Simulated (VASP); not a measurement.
Set up this calculation in VASP 6.6.1, as the native input.

* Task: relaxation of the atoms
* Functional: vdW-DF-cx
* Potentials or basis: VASP PAW PBE potentials, release 64 (Ni)
* Cutoff: 520 eV
* k mesh: 9 × 9 × 1
* Occupations: fermi-dirac, width 0.05 eV
* Spin: collinear spin, ferromagnetic start
* Starting moments: [1.0] μB
* Dipole correction: yes
* Atoms held fixed (from 0): [0]
* Further INCAR settings: ALGO = Normal; EDIFF = 1e-07; IBRION = 2; EDIFFG = -0.01; NSW = 60

The structure of Ni lies in POSCAR:

```
Ni
1.0
    2.2591100000      0.0000000000      0.0000000000
    0.0000000000      2.2591100000      0.0000000000
    0.0000000000      0.0000000000     23.8000000000
Ni
1
Selective dynamics
Direct
    0.5000000000      0.5000000000      0.2941200000  F F F
```

The cell was built by a generator and needn't be a form met in nature.

The input as run:

INCAR

```
AGGAC    = 0.0          
ALGO     = Normal         # electronic algorithm
DIPOL    = 0.5 0.5 0.294
EDIFF    = 1E-7           # SCF threshold, eV
EDIFFG   = -0.01          # ionic threshold
ENCUT    = 520            # plane-wave cutoff, eV
GGA      = CX             # functional
IBRION   = 2              # ionic algorithm
IDIPOL   = 3            
ISIF     = 2              # what is computed and relaxed
ISMEAR   = -1             # smearing method
ISPIN    = 2              # spin polarisation
LASPH    = T              # aspherical terms in the spheres
LCHARG   = F              # write CHGCAR
LDIPOL   = T            
LMAXMIX  = 4              # l up to which the mixer works
LORBIT   = 11             # projections on sites
LREAL    = F              # projectors in reciprocal space
LUSE_VDW = T            
LWAVE    = F              # write WAVECAR
MAGMOM   = 1              # initial moments
NELM     = 150            # most SCF steps
NSW      = 60             # ionic steps
PREC     = Accurate       # precision mode
SIGMA    = 0.05           # smearing width, eV
```

KPOINTS

```
k-points
0
Gamma
  9 9 1
```

Potentials or basis: VASP PAW PBE potentials, release 64 (Ni).

Run with:

```bash
$ cat potpaw_PBE.64/Ni/POTCAR > POTCAR
$ mpirun -np 1 vasp_std > vasp.out
```

It gave:

```
Band gap on the k mesh                                : none (metal or under the smearing width)
Net moment                                            : 0.82 μB per cell
Site moments                                          : Ni +0.84 μB
Valence electrons inside the program's atomic spheres : Ni 9.17
```

Caveat: the relaxation stopped at its first step, so nothing moved.

Wall time 3.6 min on 1 thread of Intel(R) Xeon(R) 6975P-C (Granite Rapids) (shared host), peak memory 0.59 GiB.
